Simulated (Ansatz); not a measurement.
# Iridium, diamond under r²SCAN: from relaxation to bulk modulus, part 2 of 2

What does r²SCAN give for iridium in the diamond structure? We relax it, solve it on a dense k-mesh, switch on spin-orbit coupling, then scale the cell to 7 volumes from 88 to 112 % of the relaxed one and try a fit of the equation of state. The k-meshes are 10×10×10 for the relaxation; 16×16×16 for the dense run; 10×10×10 for spin-orbit coupling; 11×11×11 for the volumes.

Ansatz 0.2.0; DFT, r2SCAN, plane waves (500 eV) with PAW, scalar-relativistic. The steps go on from the part before.

## (4) A two-component run at the same geometry

This is Ir in the diamond structure; at room conditions it is fcc.

Input file input.yaml:

```yaml
crystal:
  lattice:
    - [0.0, 2.7635681223, 2.7635681223]
    - [2.7635681223, 0.0, 2.7635681223]
    - [2.7635681223, 2.7635681223, 0.0]
  atoms:
    - { symbol: Ir, position: [0.125, 0.125, 0.125] }
    - { symbol: Ir, position: [0.875, 0.875, 0.875] }
hamiltonian:
  xc: r2scan
  pseudopotentials:
    kind: paw_fr
    azcp:
      Ir: "pseudopotentials/Ir.paw.azcp"
basis:
  ecutwfc: 500
  fft_grid_basis: typed
kpoints:
  mp_grid: { grid: [10, 10, 10], shift: [0, 0, 0] }
magnetization:
  noncollinear: true
  spin_orbit: true
scf:
  occupations: { method: fermi_dirac, width: 0.1 }
output:
  write_density: true
  write_potential: true
  elf: true
  volumetric_format: npy
```

Command:

```
> ansatz run input.yaml --threads 1 --pin off --max-ram 3584MiB --backend cpu --events-out ev --progress --plain --runs-dir out
```

The program printed, shortened:

```text
[...]
Pseudopotentials: kind: paw_fr
Pseudopotential: Ir, paw_fr, valence charge 17, recommended cutoff 500 eV (meta_gga), <dir>
Functional definition: r2SCAN
[...]
non-collinear run that drives no moment, with spin-orbit: no starting moment large enough to seed its density (crystal.atoms[].spin), no starting occupations that ask for one, no magnetisation constraint and no magnetic field, so the semilocal B_xc is pinned to zero
Crystal: 2 atoms, lattice volume = 42.212 Å³
Basis set: ecut = 500 eV, 1067 PW (Γ), exchange–correlation on 120×120×120 points (64 copies of the dense FFT grid, shifted against one another)
Bands: 42, of which v1, the nominal top of the filled ones, is band 34 counted from 1 (33 counted from 0)
Symmetry: 48 space group operations + 48 with time reversal
Magnetic group: BNS 227.129 (UNI 1631), of the structure as read, at distance tolerance 3.5e-5 Å
[...]
spin=Noncollinear: Kerker preconditioning applied to the charge; magnetization (m_x, m_y, m_z) channels mix plain (no charge-response kernel on spin).
[...]
SCF iter   7: F=-23845.858681 eV  HF=-23845.858681 eV  |F-HF|=9.92e-8  |Δ(HF+E_count)|=   1.89e-6  Δρ=1.53e-5  dr2=4.22e-8  dr2_τ=2.18e-9  dr2_m=0.00e0 (ungated)  ethr=2.94e-10  |M|=0.00e0 ∫|m|=0.00e0 μB  |m|>n=0.0e0 m-floor=0.0e0 τ_xc=0.0e0  ⟨swp⟩=4.9  Hψ=3195  notcnv=0
[...]
SCF converged after 7 iterations
Magnetization: |M| = 0.0000 μB,  M = (+0.0000, +0.0000, +0.0000) μB
Absolute magnetization: 0.0000 μB (∫|m|)
  site 0: m = (+0.0000, +0.0000, +0.0000) μB, |m| = 0.0000 μB  (R = 0.99 Å)
  site 1: m = (+0.0000, +0.0000, +0.0000) μB, |m| = 0.0000 μB  (R = 0.99 Å)
Free energy (F): -23845.858681 eV
[...]
E sigma→0 (E₀):  -23845.824110 eV
Entropy (-TS):   -0.069142 eV (-34.571 meV/atom)
Fermi energy:    15.676803 eV
[...]
--- Band table (eV; the first three rows and the last of 47) ---
[...]
```

It took 42 s on 1 thread of Intel Xeon Platinum 8259CL at 2.50GHz (Skylake/Cascade Lake), shared host; peak memory 0.67 GiB.

Side by side:

```
                          scalar-relativistic      with spin-orbit coupling
         k-mesh                      16×16×16                      10×10×10
gap on the mesh  none (levels filled in part)  none (levels filled in part)
```

The meshes differ, so small differences between the columns need not come from spin-orbit coupling.

Axes a, b and c in the maps are those of this run's conventional cell (a, b, c = 5.527, 5.527, 5.527 Å).

Density in a lattice plane of the grid's cell (edges 5.53 and 5.53 Å, at 0.125 of the third edge), which holds Ir.

Ten even steps from ' ' (0.04 e/Å³) to '@' (8.87 e/Å³):
```
      ..                                        
                                                
                                                
                              ..                
                          ..------..            
                        ::==##%%##==::          
                      ..--##@@@@@@##--..        
                      ..--##@@@@@@##--..        
                        ::==##%%##==::          
                          ..------..            
                              ..                
                                                
                                                
      ..                                        
  ..------..                                    
::==##%%##==::                                  
--##@@@@@@##--..                              ..
--##@@@@@@##--..                              ..
::==##%%##==::                                  
  ..------..                                    
```
Columns run along the first of these edges and rows up along the second, over one cell in 24 and 20 even steps from the bottom left corner. Atoms in the plane (fractional): Ir at (0.12, 0.12), Ir at (0.62, 0.62).

ELF in the same plane.

Ten even steps from '0' (0.04) to '9' (0.67):
```
445554455432222222223455
444444444433443334433444
443334433444444444444433
222222223455445554455432
111011123444468986444432
100000123444699999644432
100000123445898689854432
100000123445898689854432
100000123444699999644432
111011123444468986444432
222222223455445554455432
443334433444444444444433
444444444433443334433444
445554455432222222223455
468986444432111011123444
699999644432100000123444
898689854432100000123445
898689854432100000123445
699999644432100000123444
468986444432111011123444
```
Columns run along the first of these edges and rows up along the second, over one cell in 24 and 20 even steps from the bottom left corner. Atoms in the plane (fractional): Ir at (0.12, 0.12), Ir at (0.62, 0.62).

Both are smooth fields of the valence electrons: close to the nuclei they are not physical.

## (5) At 88 % of the relaxed volume

Input file input.yaml:

```yaml
crystal:
  lattice:
    - [0.0, 2.6482830355, 2.6482830355]
    - [2.6482830355, 0.0, 2.6482830355]
    - [2.6482830355, 2.6482830355, 0.0]
  atoms:
    - { symbol: Ir, position: [0.125, 0.125, 0.125] }
    - { symbol: Ir, position: [0.875, 0.875, 0.875] }
hamiltonian:
  xc: r2scan
  pseudopotentials:
    kind: paw
    azcp:
      Ir: "pseudopotentials/Ir.paw.azcp"
basis:
  ecutwfc: 500
  fft_grid_basis: typed
kpoints:
  mp_grid: { grid: [11, 11, 11], shift: [0, 0, 0] }
magnetization:
  spin_polarized: false
scf:
  occupations: { method: fermi_dirac, width: 0.1 }
  lower_state_search: "off"
output:
  stress: true
```

Command:

```
> ansatz run input.yaml --threads 1 --pin off --max-ram 3584MiB --backend cpu --events-out ev --progress --plain --runs-dir out
```

The program printed, shortened:

```text
[...]
[... 3 set-up lines as earlier in the session ...]
[...]
Crystal: 2 atoms, lattice volume = 37.147 Å³
Basis set: ecut = 500 eV, 941 PW (Γ), exchange–correlation on 120×120×120 points (64 copies of the dense FFT grid, shifted against one another)
Bands: 21, of which v1, the nominal top of the filled ones, is band 17 counted from 1 (16 counted from 0)
[... 1 set-up line as earlier in the session ...]
Space group: Fd-3m (ITA 227), of the structure as read, at distance tolerance 3.3e-5 Å
k-points: 56 of 1331
[...]
SCF iter   1: F=-23894.932588 eV  HF=-23894.961964 eV  |F-HF|=2.94e-2  |Δ(HF+E_count)|=         —  Δρ=1.76e-2  dr2=9.80e-2  dr2_τ=1.25e-1  ethr=1.77e-3  ⟨swp⟩=5.3  Hψ=5405  notcnv=0
[...]
SCF iter   7: F=-23894.970186 eV  HF=-23894.970185 eV  |F-HF|=4.98e-9  |Δ(HF+E_count)|=   2.03e-7  Δρ=3.41e-6  dr2=2.17e-9  dr2_τ=2.58e-10  ethr=2.94e-10  ⟨swp⟩=4.0  Hψ=3851  notcnv=0
[...]
SCF converged after 7 iterations
Free energy (F): -23894.970186 eV
[...]
E sigma→0 (E₀):  -23894.945007 eV
Entropy (-TS):   -0.050357 eV (-25.178 meV/atom)
Fermi energy:    18.683419 eV
[...]
--- Stress (GPa, compression-positive) ---
       35.138714      -0.000000      -0.000000
        0.000000      35.138714      -0.000000
       -0.000000      -0.000000      35.138714
  P = ⅓ Tr σ = 35.1387 GPa (351.387 kbar)
```

It took 5.9 s on 1 thread of Intel Xeon Platinum 8259CL at 2.50GHz (Skylake/Cascade Lake), shared host; peak memory 0.63 GiB.

## (6) At 92 % of the relaxed volume

Edit input.yaml of step 5 so:

```diff
@@ -2,5 +2,5 @@
   lattice:
-    - [0.0, 2.6482830355, 2.6482830355]
-    - [2.6482830355, 0.0, 2.6482830355]
-    - [2.6482830355, 2.6482830355, 0.0]
+    - [0.0, 2.6878154763, 2.6878154763]
+    - [2.6878154763, 0.0, 2.6878154763]
+    - [2.6878154763, 2.6878154763, 0.0]
   atoms:
```

Command:

```
> ansatz run input.yaml --threads 1 --pin off --max-ram 3584MiB --backend cpu --events-out ev --progress --plain --runs-dir out
```

The program printed, shortened:

```text
[...]
[... 3 set-up lines as earlier in the session ...]
[...]
Crystal: 2 atoms, lattice volume = 38.835 Å³
Basis set: ecut = 500 eV, 965 PW (Γ), exchange–correlation on 120×120×120 points (64 copies of the dense FFT grid, shifted against one another)
Bands: 21, of which v1, the nominal top of the filled ones, is band 17 counted from 1 (16 counted from 0)
[... 2 set-up lines as earlier in the session ...]
k-points: 56 of 1331
[...]
SCF iter   1: F=-23895.228883 eV  HF=-23895.251610 eV  |F-HF|=2.27e-2  |Δ(HF+E_count)|=         —  Δρ=1.68e-2  dr2=8.41e-2  dr2_τ=1.04e-1  ethr=1.77e-3  ⟨swp⟩=5.2  Hψ=5345  notcnv=0
[...]
SCF iter   7: F=-23895.260496 eV  HF=-23895.260496 eV  |F-HF|=4.66e-9  |Δ(HF+E_count)|=   2.17e-7  Δρ=3.30e-6  dr2=2.24e-9  dr2_τ=3.31e-10  ethr=2.94e-10  ⟨swp⟩=4.0  Hψ=3853  notcnv=0
[...]
SCF converged after 7 iterations
Free energy (F): -23895.260496 eV
[...]
E sigma→0 (E₀):  -23895.233172 eV
Entropy (-TS):   -0.054650 eV (-27.325 meV/atom)
Fermi energy:    17.577460 eV
[...]
--- Stress (GPa, compression-positive) ---
       20.526909       0.000000       0.000000
        0.000000      20.526909      -0.000000
        0.000000      -0.000000      20.526909
  P = ⅓ Tr σ = 20.5269 GPa (205.269 kbar)
```

Wall time 7.2 s (1 thread of Intel Xeon Platinum 8259CL at 2.50GHz (Skylake/Cascade Lake), shared host); peak memory 0.63 GiB.

## (7) At 96 % of the relaxed volume

Edit input.yaml of step 6 so:

```diff
@@ -2,5 +2,5 @@
   lattice:
-    - [0.0, 2.6878154763, 2.6878154763]
-    - [2.6878154763, 0.0, 2.6878154763]
-    - [2.6878154763, 2.6878154763, 0.0]
+    - [0.0, 2.7262180286, 2.7262180286]
+    - [2.7262180286, 0.0, 2.7262180286]
+    - [2.7262180286, 2.7262180286, 0.0]
   atoms:
```

Command:

```
> ansatz run input.yaml --threads 1 --pin off --max-ram 3584MiB --backend cpu --events-out ev --progress --plain --runs-dir out
```

The program printed, shortened:

```text
[...]
[... 3 set-up lines as earlier in the session ...]
[...]
Crystal: 2 atoms, lattice volume = 40.524 Å³
Basis set: ecut = 500 eV, 965 PW (Γ), exchange–correlation on 120×120×120 points (64 copies of the dense FFT grid, shifted against one another)
Bands: 21, of which v1, the nominal top of the filled ones, is band 17 counted from 1 (16 counted from 0)
[... 2 set-up lines as earlier in the session ...]
k-points: 56 of 1331
[...]
SCF iter   1: F=-23895.387319 eV  HF=-23895.403851 eV  |F-HF|=1.65e-2  |Δ(HF+E_count)|=         —  Δρ=1.60e-2  dr2=7.17e-2  dr2_τ=8.77e-2  ethr=1.77e-3  ⟨swp⟩=5.3  Hψ=5349  notcnv=0
[...]
SCF iter   7: F=-23895.413616 eV  HF=-23895.413616 eV  |F-HF|=4.26e-9  |Δ(HF+E_count)|=   1.95e-7  Δρ=3.16e-6  dr2=2.82e-9  dr2_τ=4.48e-10  ethr=2.94e-10  ⟨swp⟩=4.0  Hψ=3853  notcnv=0
[...]
SCF converged after 7 iterations
Free energy (F): -23895.413616 eV
[...]
E sigma→0 (E₀):  -23895.383914 eV
Entropy (-TS):   -0.059404 eV (-29.702 meV/atom)
Fermi energy:    16.563272 eV
[...]
--- Stress (GPa, compression-positive) ---
        8.982795      -0.000000      -0.000000
        0.000000       8.982795       0.000000
       -0.000000       0.000000       8.982795
  P = ⅓ Tr σ = 8.9828 GPa (89.828 kbar)
```

It took 7.8 s on 1 thread of Intel Xeon Platinum 8259CL at 2.50GHz (Skylake/Cascade Lake), shared host; peak memory 0.64 GiB.

## (8) At 100 % of the relaxed volume

Edit input.yaml of step 7 so:

```diff
@@ -2,5 +2,5 @@
   lattice:
-    - [0.0, 2.7262180286, 2.7262180286]
-    - [2.7262180286, 0.0, 2.7262180286]
-    - [2.7262180286, 2.7262180286, 0.0]
+    - [0.0, 2.7635681223, 2.7635681223]
+    - [2.7635681223, 0.0, 2.7635681223]
+    - [2.7635681223, 2.7635681223, 0.0]
   atoms:
```

Command:

```
> ansatz run input.yaml --threads 1 --pin off --max-ram 3584MiB --backend cpu --events-out ev --progress --plain --runs-dir out
```

The program printed, shortened:

```text
[...]
[... 3 set-up lines as earlier in the session ...]
[...]
Crystal: 2 atoms, lattice volume = 42.212 Å³
Basis set: ecut = 500 eV, 1067 PW (Γ), exchange–correlation on 120×120×120 points (64 copies of the dense FFT grid, shifted against one another)
Bands: 21, of which v1, the nominal top of the filled ones, is band 17 counted from 1 (16 counted from 0)
[... 2 set-up lines as earlier in the session ...]
k-points: 56 of 1331
[...]
SCF iter   1: F=-23895.436320 eV  HF=-23895.447933 eV  |F-HF|=1.16e-2  |Δ(HF+E_count)|=         —  Δρ=1.53e-2  dr2=6.16e-2  dr2_τ=7.49e-2  ethr=1.77e-3  ⟨swp⟩=5.3  Hψ=5325  notcnv=0
[...]
SCF iter   6: F=-23895.458383 eV  HF=-23895.458383 eV  |F-HF|=1.31e-9  |Δ(HF+E_count)|=   3.77e-7  Δρ=3.62e-6  dr2=3.70e-9  dr2_τ=7.44e-10  ethr=2.94e-10  ⟨swp⟩=3.0  Hψ=5110  notcnv=0
[...]
SCF converged after 6 iterations
Free energy (F): -23895.458383 eV
[...]
E sigma→0 (E₀):  -23895.426027 eV
Entropy (-TS):   -0.064713 eV (-32.357 meV/atom)
Fermi energy:    15.630810 eV
[...]
--- Stress (GPa, compression-positive) ---
       -0.125551      -0.000000       0.000000
       -0.000000      -0.125551       0.000000
        0.000000      -0.000000      -0.125551
  P = ⅓ Tr σ = -0.1256 GPa (-1.256 kbar)
```

Wall time 10 s (1 thread of Intel Xeon Platinum 8259CL at 2.50GHz (Skylake/Cascade Lake), shared host); peak memory 0.65 GiB.

## (9) At 104 % of the relaxed volume

Edit input.yaml of step 8 so:

```diff
@@ -2,5 +2,5 @@
   lattice:
-    - [0.0, 2.7635681223, 2.7635681223]
-    - [2.7635681223, 0.0, 2.7635681223]
-    - [2.7635681223, 2.7635681223, 0.0]
+    - [0.0, 2.7999350312, 2.7999350312]
+    - [2.7999350312, 0.0, 2.7999350312]
+    - [2.7999350312, 2.7999350312, 0.0]
   atoms:
```

Command:

```
> ansatz run input.yaml --threads 1 --pin off --max-ram 3584MiB --backend cpu --events-out ev --progress --plain --runs-dir out
```

The program printed, shortened:

```text
[...]
[... 3 set-up lines as earlier in the session ...]
[...]
Crystal: 2 atoms, lattice volume = 43.901 Å³
Basis set: ecut = 500 eV, 1139 PW (Γ), exchange–correlation on 120×120×120 points (64 copies of the dense FFT grid, shifted against one another)
Bands: 21, of which v1, the nominal top of the filled ones, is band 17 counted from 1 (16 counted from 0)
[... 2 set-up lines as earlier in the session ...]
k-points: 56 of 1331
[...]
SCF iter   1: F=-23895.398695 eV  HF=-23895.406948 eV  |F-HF|=8.25e-3  |Δ(HF+E_count)|=         —  Δρ=1.47e-2  dr2=5.43e-2  dr2_τ=6.51e-2  ethr=1.77e-3  ⟨swp⟩=5.4  Hψ=5308  notcnv=0
[...]
SCF iter   7: F=-23895.417791 eV  HF=-23895.417791 eV  |F-HF|=1.46e-11  |Δ(HF+E_count)|=   1.28e-9  Δρ=2.94e-7  dr2=3.32e-11  dr2_τ=4.19e-12  ethr=3.21e-11  ⟨swp⟩=2.0  Hψ=3612  notcnv=0
[...]
SCF converged after 7 iterations
Free energy (F): -23895.417791 eV
[...]
E sigma→0 (E₀):  -23895.382532 eV
Entropy (-TS):   -0.070518 eV (-35.259 meV/atom)
Fermi energy:    14.771736 eV
[...]
--- Stress (GPa, compression-positive) ---
       -7.290823       0.000000       0.000000
        0.000000      -7.290823       0.000000
        0.000000       0.000000      -7.290823
  P = ⅓ Tr σ = -7.2908 GPa (-72.908 kbar)
```

Wall time 8.8 s (1 thread of Intel Xeon Platinum 8259CL at 2.50GHz (Skylake/Cascade Lake), shared host); peak memory 0.64 GiB.

## (10) At 108 % of the relaxed volume

Edit input.yaml of step 9 so:

```diff
@@ -2,5 +2,5 @@
   lattice:
-    - [0.0, 2.7999350312, 2.7999350312]
-    - [2.7999350312, 0.0, 2.7999350312]
-    - [2.7999350312, 2.7999350312, 0.0]
+    - [0.0, 2.8353810097, 2.8353810097]
+    - [2.8353810097, 0.0, 2.8353810097]
+    - [2.8353810097, 2.8353810097, 0.0]
   atoms:
```

Command:

```
> ansatz run input.yaml --threads 1 --pin off --max-ram 3584MiB --backend cpu --events-out ev --progress --plain --runs-dir out
```

The program printed, shortened:

```text
[...]
[... 3 set-up lines as earlier in the session ...]
[...]
Crystal: 2 atoms, lattice volume = 45.589 Å³
Basis set: ecut = 500 eV, 1139 PW (Γ), exchange–correlation on 120×120×120 points (64 copies of the dense FFT grid, shifted against one another)
Bands: 21, of which v1, the nominal top of the filled ones, is band 17 counted from 1 (16 counted from 0)
[... 1 set-up line as earlier in the session ...]
Space group: Fd-3m (ITA 227), of the structure as read, at distance tolerance 3.6e-5 Å
k-points: 56 of 1331
[...]
SCF iter   1: F=-23895.292892 eV  HF=-23895.299295 eV  |F-HF|=6.40e-3  |Δ(HF+E_count)|=         —  Δρ=1.43e-2  dr2=4.97e-2  dr2_τ=5.77e-2  ethr=1.77e-3  ⟨swp⟩=5.4  Hψ=5271  notcnv=0
[...]
SCF iter   7: F=-23895.310167 eV  HF=-23895.310167 eV  |F-HF|=6.55e-11  |Δ(HF+E_count)|=   7.33e-9  Δρ=4.87e-7  dr2=1.04e-10  dr2_τ=7.31e-12  ethr=1.07e-10  ⟨swp⟩=2.1  Hψ=4031  notcnv=0
[...]
SCF converged after 7 iterations
Free energy (F): -23895.310167 eV
[...]
E sigma→0 (E₀):  -23895.271863 eV
Entropy (-TS):   -0.076609 eV (-38.304 meV/atom)
Fermi energy:    13.978269 eV
[...]
--- Stress (GPa, compression-positive) ---
      -12.901697      -0.000000      -0.000000
       -0.000000     -12.901697      -0.000000
        0.000000       0.000000     -12.901697
  P = ⅓ Tr σ = -12.9017 GPa (-129.017 kbar)
```

Wall time 9 s (1 thread of Intel Xeon Platinum 8259CL at 2.50GHz (Skylake/Cascade Lake), shared host); peak memory 0.64 GiB.

## (11) At 112 % of the relaxed volume

Edit input.yaml of step 10 so:

```diff
@@ -2,5 +2,5 @@
   lattice:
-    - [0.0, 2.8353810097, 2.8353810097]
-    - [2.8353810097, 0.0, 2.8353810097]
-    - [2.8353810097, 2.8353810097, 0.0]
+    - [0.0, 2.869962235, 2.869962235]
+    - [2.869962235, 0.0, 2.869962235]
+    - [2.869962235, 2.869962235, 0.0]
   atoms:
```

Command:

```
> ansatz run input.yaml --threads 1 --pin off --max-ram 3584MiB --backend cpu --events-out ev --progress --plain --runs-dir out
```

The program printed, shortened:

```text
[...]
[... 3 set-up lines as earlier in the session ...]
[...]
Crystal: 2 atoms, lattice volume = 47.278 Å³
Basis set: ecut = 500 eV, 1243 PW (Γ), exchange–correlation on 120×120×120 points (64 copies of the dense FFT grid, shifted against one another)
Bands: 21, of which v1, the nominal top of the filled ones, is band 17 counted from 1 (16 counted from 0)
[... 2 set-up lines as earlier in the session ...]
k-points: 56 of 1331
[...]
SCF iter   1: F=-23895.133667 eV  HF=-23895.139460 eV  |F-HF|=5.79e-3  |Δ(HF+E_count)|=         —  Δρ=1.39e-2  dr2=4.72e-2  dr2_τ=5.21e-2  ethr=1.77e-3  ⟨swp⟩=5.5  Hψ=5272  notcnv=0
[...]
SCF iter   7: F=-23895.150215 eV  HF=-23895.150215 eV  |F-HF|=4.37e-11  |Δ(HF+E_count)|=   1.19e-8  Δρ=5.29e-7  dr2=1.17e-10  dr2_τ=6.05e-12  ethr=1.70e-10  ⟨swp⟩=2.0  Hψ=4020  notcnv=0
[...]
SCF converged after 7 iterations
Free energy (F): -23895.150215 eV
[...]
E sigma→0 (E₀):  -23895.108847 eV
Entropy (-TS):   -0.082736 eV (-41.368 meV/atom)
Fermi energy:    13.243286 eV
[...]
--- Stress (GPa, compression-positive) ---
      -17.268597       0.000000       0.000000
        0.000000     -17.268597       0.000000
        0.000000      -0.000000     -17.268597
  P = ⅓ Tr σ = -17.2686 GPa (-172.686 kbar)
```

It took 14 s on 1 thread of Intel Xeon Platinum 8259CL at 2.50GHz (Skylake/Cascade Lake), shared host; peak memory 0.64 GiB.

## (12) The equation of state

All volumes keep the relaxed shape and fractional coordinates.

```
V (Å³/atom)  E − E₀ (meV/atom)  P from the stress (GPa)  P from the fit (GPa)
     18.573              240.5                    35.14                 35.04
     19.418               96.4                    20.53                 20.30
     20.262               21.0                     8.98                  8.72
     21.106                0.0                    -0.13                 -0.38
     21.950               21.7                    -7.29                 -7.55
     22.795               77.0                   -12.90                -13.19
     23.639              158.6                   -17.27                -17.62
```

Fit (Birch-Murnaghan, third order): V₀ = 21.066 Å³/atom, B₀ = 203 GPa, B₀′ = 5.0, largest residual 0.10 meV/atom.

The fit is made to E(σ → 0), while the stress belongs to the free energy F; that is one source of the offset between the two pressures.

## (13) Results

What follows sums up all 2 parts.

```
                      quantity                         value
space group (spins left aside)               Fd-3m (No. 227)
             conventional cell                   a = 5.527 Å
                        volume                21.106 Å³/atom
             shortest distance                       2.393 Å
               gap on the mesh  none (levels filled in part)
               relative to fcc                +1014 meV/atom
                   V₀, B₀, B₀′  21.066 Å³/atom, 203 GPa, 5.0
```

From the guessed start the volume grew by 10.5 % in 5 steps. Against the reference form of iridium (fcc, computed apart with the same settings) it stands 1014 meV/atom higher, so it is far from stable. Levels at the Fermi energy are filled in part, as in a metal. Totals with and without spin-orbit coupling (+24.8 eV/atom apart) can't be read as binding, since the two-component data shift the zero of energy. The fitted modulus is 203 GPa. Relaxation kept the symmetry; phonons were not checked.
